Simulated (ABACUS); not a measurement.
# SnTe (Fm-3m) in ABACUS: reference runs

Aim: a first look at SnTe with PBEsol, on the cell as given and on a disturbed one.

Everything below comes from runs of ABACUS 3.10.1. Logs are shortened: lines on timing, memory, paths and dates and some standing lists are left out, and cuts for length are marked.

## 1. The crystal as given

It takes space group Fm-3m (No. 225, cubic). Conventional cell: a = 6.302 Å, b = 6.302 Å, c = 6.302 Å, α = 90.00°, β = 90.00°, γ = 90.00°. Te (site symmetry m-3m) is surrounded by 6 Sn at 3.15 Å. Around Sn (site symmetry m-3m) lie 6 Te at 3.15 Å.

## 2. Single point, PBEsol

Input file INPUT:

```
INPUT_PARAMETERS
suffix              SnTe
calculation         scf
basis_type          pw
pseudo_dir          ./
symmetry            1
dft_functional      pbesol
ecutwfc             83
pseudo_rcut         7
nspin               1
nbands              19
ks_solver           dav
smearing_method     fd
smearing_sigma      0.00367493
scf_thr             1e-08
scf_nmax            100
mixing_type         broyden
mixing_beta         0.7
cal_force           1
cal_stress          1
kpar                4
```

Input file STRU:

```
ATOMIC_SPECIES
Te 127.6000 Te.upf
Sn 118.7100 Sn.upf

LATTICE_CONSTANT
1.8897261246

LATTICE_VECTORS
0.0000000000 3.1508500000 3.1508500000
3.1508500000 0.0000000000 3.1508500000
3.1508500000 3.1508500000 0.0000000000

ATOMIC_POSITIONS
Direct

Te
0.0
1
0.5000000000 0.5000000000 0.5000000000 1 1 1

Sn
0.0
1
0.0000000000 0.0000000000 0.0000000000 1 1 1
```

Input file KPT:

```
K_POINTS
0
Gamma
7 7 7 0 0 0
```

Potentials or basis: PseudoDojo NC SR 0.4.1 PBEsol standard, plane waves.

Started as:

```bash
$ OMP_NUM_THREADS=1 mpirun -np 4 abacus > log
```

running log:

```text
ABACUS v3.10.1

               Atomic-orbital Based Ab-initio Computation at UStc

 ------------------------------------------------------------------------------------

 READING GENERAL INFORMATION
                           global_out_dir = OUT.SnTe/
                           global_in_card = INPUT
                               pseudo_dir = ./
                              orbital_dir =
                                    DSIZE = 4
                                    GSIZE = 1

 READING UNITCELL INFORMATION
                                    ntype = 2
                  lattice constant (Bohr) = 1.88973
              lattice constant (Angstrom) = 1

 READING ATOM TYPE 1
                               atom label = Te
                      L=0, number of zeta = 1
                      L=1, number of zeta = 1
                      L=2, number of zeta = 1
             number of atom for this type = 1

 READING ATOM TYPE 2
                               atom label = Sn
                      L=0, number of zeta = 1
                      L=1, number of zeta = 1
                      L=2, number of zeta = 1
             number of atom for this type = 1

                        TOTAL ATOM NUMBER = 2
DIRECT COORDINATES
    atom                   x                   y                   z     mag                  vx                  vy                  vz
taud_Te1            0.5000000000        0.5000000000        0.5000000000  0.0000        0.0000000000        0.0000000000        0.0000000000
taud_Sn1            0.0000000000        0.0000000000        0.0000000000  0.0000        0.0000000000        0.0000000000        0.0000000000

                          Volume (Bohr^3) = 422.192
                             Volume (A^3) = 62.5623

 Lattice vectors: (Cartesian coordinate: in unit of a_0)
                   +0            +3.15085            +3.15085
             +3.15085                  +0            +3.15085
             +3.15085            +3.15085                  +0
 Reciprocal vectors: (Cartesian coordinate: in unit of 2 pi/a_0)
            -0.158687           +0.158687           +0.158687
            +0.158687           -0.158687           +0.158687
            +0.158687           +0.158687           -0.158687
 The esolver type has been set to : ksdft_pw

                PAO radial cut off (Bohr) = 7

 Read in pseudopotential file is Te.upf
                     pseudopotential type = NC
          exchange-correlation functional = PBESOL
                 nonlocal core correction = 1
                        valence electrons = 16
                                     lmax = 2
                           number of zeta = 3
                     number of projectors = 6
                           L of projector = 0
[... 5 lines left out ...]
                PAO radial cut off (Bohr) = 7

 Read in pseudopotential file is Sn.upf
                     pseudopotential type = NC
          exchange-correlation functional = PBESOL
                 nonlocal core correction = 1
                        valence electrons = 14
                                     lmax = 2
                           number of zeta = 3
                     number of projectors = 6
                           L of projector = 0
                           L of projector = 0
                           L of projector = 1
                           L of projector = 1
                           L of projector = 2
                           L of projector = 2
     initial pseudo atomic orbital number = 18

 SETUP THE ELECTRONS NUMBER
            electron number of element Te = 16
      total electron number of element Te = 16
            electron number of element Sn = 14
      total electron number of element Sn = 14
            AUTOSET number of electrons:  = 30
                           occupied bands = 15
                                   NBANDS = 19
                                   NLOCAL = 18

%%%%%%%%%%%%%%%%%%%%%%%%%%%%%%%%%%%%%%%%%%%%%%%%%%%%%%%%%%%%%%%%%%%%%%%%%%%%%%%%%%%%%%%%%%%%%%%%%%%%%%%%%%
 Warning: the number of valence electrons in pseudopotential > 6 for Te: [Kr] 4d10 5s2 5p4
 Warning: the number of valence electrons in pseudopotential > 4 for Sn: [Kr] 4d10 5s2 5p2
 Pseudopotentials with additional electrons can yield (more) accurate outcomes, but may be less efficient.
 If you're confident that your chosen pseudopotential is appropriate, you can safely ignore this warning.
%%%%%%%%%%%%%%%%%%%%%%%%%%%%%%%%%%%%%%%%%%%%%%%%%%%%%%%%%%%%%%%%%%%%%%%%%%%%%%%%%%%%%%%%%%%%%%%%%%%%%%%%%%

 SETUP THE PLANE WAVE BASIS
 energy cutoff for charge/potential (unit:Ry) = 332
            fft grid for charge/potential = [ 50, 50, 50 ]
                        fft grid division = [ 1, 1, 1 ]
        big fft grid for charge/potential = [ 50, 50, 50 ]
                                     nbxx = 125000
                                     nrxx = 125000

 SETUP PLANE WAVES FOR CHARGE/POTENTIAL
                    number of plane waves = 43215
[... 45 lines left out ...]
               POINT GROUP IN SPACE GROUP = O_h

 SETUP K-POINTS
                                    nspin = 1
                   Input type of k points = Monkhorst-Pack(Gamma)
                                   nkstot = 343
                       right hand lattice = 1
(for reciprocal lattice: )
                             BRAVAIS TYPE = 2
                     BRAVAIS LATTICE NAME = 02. Cubic I (body-centered)
                                    ibrav = 2
                       right hand lattice = 1
(for k-lattice: )
                             BRAVAIS TYPE = 2
                     BRAVAIS LATTICE NAME = 02. Cubic I (body-centered)
                                    ibrav = 2
                       right hand lattice = 1
                        ROTATION MATRICES = 48
                               nkstot_ibz = 20
K-POINTS REDUCTION ACCORDING TO SYMMETRY
     IBZ    DIRECT_X    DIRECT_Y    DIRECT_Z  WEIGHT  ibz2bz
       1  0.00000000  0.00000000  0.00000000  0.0029       0
       2  0.14285714  0.14285714  0.14285714  0.0233       1
       3  0.28571429  0.28571429  0.28571429  0.0233       2
       4  0.42857143  0.42857143  0.42857143  0.0233       3
       5  0.14285714  0.14285714  0.00000000  0.0175       8
       6  0.28571429  0.14285714  0.28571429  0.0700       9
[... 12 lines left out ...]
      19 -0.42857143  0.42857143  0.14285714  0.0700      74
      20 -0.28571429  0.42857143  0.28571429  0.0700      75

                               nkstot now = 20
[... K-POINTS DIRECT COORDINATES: 20 rows ...]

           k-point number in this process = 5
       minimum distributed K point number = 5
[... stars of the k points ...]

[... K-POINTS CARTESIAN COORDINATES: 5 rows ...]

[... K-POINTS DIRECT COORDINATES: 5 rows ...]

 SETUP PLANE WAVES FOR WAVE FUNCTIONS
     energy cutoff for wavefunc (unit:Ry) = 83
              fft grid for wave functions = [ 50, 50, 50 ]
                    number of plane waves = 6183
                         number of sticks = 439

 PARALLEL PW FOR WAVE FUNCTIONS
     PROC   COLUMNS(POT)             PW
        1            439           6183
 --------------- sum -------------------
        1            439           6183

 SETUP NONLOCAL PSEUDOPOTENTIALS IN PLANE WAVE BASIS
 Te non-local projectors:
 projector 1 L=0
 projector 2 L=0
 projector 3 L=1
 projector 4 L=1
 projector 5 L=2
 projector 6 L=2
 Sn non-local projectors:
 projector 1 L=0
 projector 2 L=0
 projector 3 L=1
 projector 4 L=1
 projector 5 L=2
 projector 6 L=2
      TOTAL NUMBER OF NONLOCAL PROJECTORS = 36

 Init Non-Local PseudoPotential table :
 Init Non-Local-Pseudopotential done.

                                     npwx = 5399

 Make real space PAO into reciprocal space.
       max mesh points in Pseudopotential = 701
     dq(describe PAO in reciprocal space) = 0.01
                                    max q = 1098

 number of pseudo atomic orbitals for Te is 3
WARNING: norm of atomic wavefunction # 2 of atomic type Te is 0.999977, renormalized
WARNING: norm of atomic wavefunction # 3 of atomic type Te is 0.99875, renormalized

 number of pseudo atomic orbitals for Sn is 3
WARNING: norm of atomic wavefunction # 2 of atomic type Sn is 0.999796, renormalized
WARNING: norm of atomic wavefunction # 3 of atomic type Sn is 0.992683, renormalized

 -------------------------------------------
 SELF-CONSISTENT
 -------------------------------------------
                                 init_chg = atomic

 PW ALGORITHM --------------- ION=   1  ELEC=   1--------------------------------

 Notice: Threshold on eigenvalues was too large.
 hsover_error=0.3 > DRHO=0.0178462
 Origin diag ethr = 0.01
 New diag ethr = 5.94874e-05

 Density error is 0.0178956340195
                          Error Threshold = 5.94873674392e-05
----------------------------------------------------------
     Energy           Rydberg                 eV
----------------------------------------------------------
 E_KohnSham     -366.6572815051      -4988.6282416593
 E_Harris       -366.9298261584      -4992.3364019039
 E_Fermi        0.7250058298         9.8642103681
----------------------------------------------------------
[... 63 lines left out ...]
 Density error is 5.07467353728e-09
                          Error Threshold = 2.44317233342e-10
----------------------------------------------------------
     Energy           Rydberg                 eV
----------------------------------------------------------
 E_KohnSham     -366.6614008544      -4988.6842882822
 E_KS(sigma->0) -366.6613983802      -4988.6842546183
 E_Harris       -366.6617073884      -4988.6884588911
 E_band         -25.6363458720       -348.8003797580
 E_one_elec     -147.9684296931      -2013.2137679385
 E_Hartree      88.6938791325        1206.7421339248
 E_xc           -92.3672576983       -1256.7210133311
 E_Ewald        -215.0195876470      -2925.4915736096
 E_entropy(-TS) -0.0000049485        -0.0000673277
 E_descf        0.0000000000         0.0000000000
 E_exx          0.0000000000         0.0000000000
 E_Fermi        0.7237514346         9.8471434461
----------------------------------------------------------

 charge density convergence is achieved
 final etot is -4988.6842883 eV
 EFERMI = 9.8471434461 eV

 STATE ENERGY(eV) AND OCCUPATIONS    NSPIN == 1
 1/5 kpoint (Cartesian) = 0.0000 0.0000 0.0000 (5329 pws)
       1       -27.2382     0.00583090
       2       -27.2382     0.00583090
       3       -27.2345     0.00583090
       4       -27.2345     0.00583090
       5       -27.2345     0.00583090
       6       -12.0049     0.00583090
[... 95 lines left out ...]
      18        13.2742    5.97863e-32
      19        13.5836    1.22921e-34

------------------------------------------------------------------------------------------
 TOTAL-FORCE (eV/Angstrom)
------------------------------------------------------------------------------------------
                       Te1         0.0000000000         0.0000000000         0.0000000000
                       Sn1         0.0000000000         0.0000000000         0.0000000000
------------------------------------------------------------------------------------------

----------------------------------------------------------------
 TOTAL-STRESS (KBAR)
----------------------------------------------------------------
        -3.3141350207         0.0000000000         0.0000000000
         0.0000000000        -3.3141350207        -0.0000000000
         0.0000000000        -0.0000000000        -3.3141350207
----------------------------------------------------------------
 TOTAL-PRESSURE: -3.314135 KBAR

 --------------------------------------------
 !FINAL_ETOT_IS -4988.6842882821956664 eV
 --------------------------------------------
```

Run time: 7.9 s. Hardware: 4 MPI ranks of Intel Xeon Platinum 8488C (Sapphire Rapids), shared host; peak memory 0.48 GiB.

Results:

| Quantity | Value |
| --- | --- |
| Free energy | -4988.6843 eV |
| Pressure | -0.3 GPa |

Caveat: this odd mesh misses L, where the gap lies, so gap, dielectric constants and Born charges aren't listed. Spin-orbit coupling is left out, which matters for the levels of Te.

## 3. Single point, PBEsol (atoms moved at random, drawn with an rms of 0.05 Å)

INPUT is that of step 2.

STRU, as its differences from that of step 2:

```diff
@@ -18,3 +18,3 @@
 1
-0.5000000000 0.5000000000 0.5000000000 1 1 1
+0.5104120000 0.4941380000 0.5059000000 1 1 1
 
@@ -23,2 +23,2 @@
 1
-0.0000000000 0.0000000000 0.0000000000 1 1 1
+0.0035920000 -0.0098350000 -0.0035280000 1 1 1
```

KPT is that of step 2.

Potentials or basis: PseudoDojo NC SR 0.4.1 PBEsol standard, plane waves.

Started as:

```bash
$ OMP_NUM_THREADS=1 mpirun -np 4 abacus > log
```

running log:

```text
ABACUS v3.10.1

               Atomic-orbital Based Ab-initio Computation at UStc

 ------------------------------------------------------------------------------------

 READING GENERAL INFORMATION
                           global_out_dir = OUT.SnTe/
                           global_in_card = INPUT
                               pseudo_dir = ./
                              orbital_dir =
                                    DSIZE = 4
                                    GSIZE = 1

 READING UNITCELL INFORMATION
                                    ntype = 2
                  lattice constant (Bohr) = 1.88973
              lattice constant (Angstrom) = 1

 READING ATOM TYPE 1
                               atom label = Te
                      L=0, number of zeta = 1
                      L=1, number of zeta = 1
                      L=2, number of zeta = 1
             number of atom for this type = 1

 READING ATOM TYPE 2
                               atom label = Sn
                      L=0, number of zeta = 1
                      L=1, number of zeta = 1
                      L=2, number of zeta = 1
             number of atom for this type = 1

                        TOTAL ATOM NUMBER = 2
DIRECT COORDINATES
    atom                   x                   y                   z     mag                  vx                  vy                  vz
[... 322 lines left out ...]
 E_KohnSham     -366.6613659599      -4988.6838135179
 E_KS(sigma->0) -366.6613638759      -4988.6837851631
 E_Harris       -366.6615638823      -4988.6865063909
 E_band         -25.6376428920       -348.8180266205
 E_one_elec     -148.0547033482      -2014.3875812348
 E_Hartree      88.7371781240        1207.3312469277
 E_xc           -92.3683322893       -1256.7356338912
 E_Ewald        -214.9755042784      -2924.8917886099
 E_entropy(-TS) -0.0000041681        -0.0000567097
 E_descf        0.0000000000         0.0000000000
 E_exx          0.0000000000         0.0000000000
 E_Fermi        0.7237576476         9.8472279780
----------------------------------------------------------

 charge density convergence is achieved
 final etot is -4988.6838135 eV
 EFERMI = 9.847227978 eV

 STATE ENERGY(eV) AND OCCUPATIONS    NSPIN == 1
 1/43 kpoint (Cartesian) = 0.0000 0.0000 0.0000 (5329 pws)
       1       -27.2431     0.00583090
       2       -27.2427     0.00583090
       3       -27.2393     0.00583090
       4       -27.2393     0.00583090
       5       -27.2385     0.00583090
       6       -11.9997     0.00583090
[... 104 lines left out ...]
       6       -12.0030      0.0116618
[... 11 lines left out ...]
      18        13.2760    1.92809e-32
      19        13.6828    5.64279e-36

[... levels at 37 further k points ...]

------------------------------------------------------------------------------------------
 TOTAL-FORCE (eV/Angstrom)
------------------------------------------------------------------------------------------
                       Te1        -0.0096140798        -0.0119613191        -0.0075976724
                       Sn1         0.0096140798         0.0119613191         0.0075976724
------------------------------------------------------------------------------------------

----------------------------------------------------------------
 TOTAL-STRESS (KBAR)
----------------------------------------------------------------
        -2.5738265241         0.2394349996         0.1598653260
         0.2394349996        -2.3318241363         0.1932732319
         0.1598653260         0.1932732319        -2.7540495517
----------------------------------------------------------------
 TOTAL-PRESSURE: -2.553233 KBAR

 --------------------------------------------
 !FINAL_ETOT_IS -4988.6838135179368692 eV
 --------------------------------------------
```

stdout:

```text
ABACUS v3.10.1

               Atomic-orbital Based Ab-initio Computation at UStc

%%%%%%%%%%%%%%%%%%%%%%%%%%%%%%%%%%%%%%%%%%%%%%%%%%%%%%%%%%%%%%%%%%%%%%%%%%%%%%%%%%%%%%%%%%%%%%%%%%%%%%%%%
 Warning: the number of valence electrons in pseudopotential > 6 for Te: [Kr] 4d10 5s2 5p4
[... 34 lines left out ...]
 TOTAL-STRESS (KBAR)
----------------------------------------------------------------
        -2.5738265241         0.2394349996         0.1598653260
         0.2394349996        -2.3318241363         0.1932732319
         0.1598653260         0.1932732319        -2.7540495517
----------------------------------------------------------------
 TOTAL-PRESSURE: -2.553233 KBAR
```

It took 60 s on 4 MPI ranks of Intel Xeon Platinum 8488C (Sapphire Rapids), shared host; peak memory 0.76 GiB.

Results:

| Quantity | Value |
| --- | --- |
| Free energy | -4988.6838 eV |
| Pressure | -0.3 GPa |
| Largest force | 0.017 eV/Å |
| Band gap on the k mesh | 0.67 eV, direct |

Forces in eV/Å, atoms in the order of the input:
```
Te  -0.010 -0.012 -0.008
Sn   0.010  0.012  0.008
```

Caveat: spin-orbit coupling is left out, which moves the levels of the heavy elements; an odd mesh through Γ misses points on the zone boundary, where band edges often lie.
